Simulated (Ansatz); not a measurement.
## GaAs: what relativity and spin–orbit coupling change

```
Ga As
1.0
     0.00000    2.82685    2.82685
     2.82685    0.00000    2.82685
     2.82685    2.82685    0.00000
Ga As
1 1
Direct
  0.00000 0.00000 0.00000
  0.75000 0.75000 0.75000
```

Atoms are numbered in the order listed.

The cell is COD entry 9008845, as deposited and not checked against the literature; nothing was relaxed.

One fixed cell is solved with PBE by full-potential LAPW in Ansatz 0.2.0 under different relativistic treatments. Pressure is positive in compression.

Numerical set-up: a Γ-centred 10×10×10 k mesh, Fermi–Dirac smearing of 0.08 eV, basis error target 1 meV/atom, no spin polarisation.

```json
{"setting": "scalar-relativistic", "P (GPa)": "3.29", "gap over the k mesh and a high-symmetry path (eV)": "0.52", "lowest level at Γ above −25 eV, from the valence-band top or, without a gap, the Fermi level (eV)": "?"}
{"setting": "non-relativistic", "P (GPa)": "?", "gap over the k mesh and a high-symmetry path (eV)": "1.18", "lowest level at Γ above −25 eV, from the valence-band top or, without a gap, the Fermi level (eV)": "-15.31"}
{"setting": "with spin–orbit coupling", "P (GPa)": "3.29", "gap over the k mesh and a high-symmetry path (eV)": "0.41", "lowest level at Γ above −25 eV, from the valence-band top or, without a gap, the Fermi level (eV)": "-15.13"}
```

(1) Fill in "lowest level at Γ above −25 eV, from the valence-band top or, without a gap, the Fermi level (eV)" for the row "scalar-relativistic".

(2) What belongs in the row "non-relativistic", column "P (GPa)"?

## Answers

(1) -14.78.

(2) 3.98.
